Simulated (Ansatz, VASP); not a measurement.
## Two plane-wave programs on Al

```
CELL_PARAMETERS angstrom
4.54673 0.00000 0.00000
-2.27337 3.93758 0.00000
0.00000 0.00000 2.75393
ATOMIC_POSITIONS crystal
Al 0.33333 0.66667 0.50000
Al 0.66667 0.33333 0.50000
```

The cell was built by a generator and needn't be a form met in nature.

Alike in both runs: task single point; functional PBE; k mesh 7 × 7 × 10; occupations fermi-dirac, width 0.05 eV; no spin polarisation.

|  | VASP | Ansatz |
| --- | --- | --- |
| version | VASP 6.6.1 | Ansatz 0.2.0 |
| potentials or method | VASP PAW PBE potentials, release 64 (Al) | Ansatz PAW |
| plane-wave cutoff (eV) | 520 | 420 |
| valence electrons in the cell | 6 | 6 |

```tsv
	VASP	Ansatz	Ansatz less VASP
gap on the k mesh at the Fermi level (eV)	none	none	-
pressure (GPa)	-0.1	-0.1	+0.01
largest component of the traceless stress (GPa)	0.47	0.47	+0.004
```

A gap of «none» marks a metal or a gap that the smearing closes.
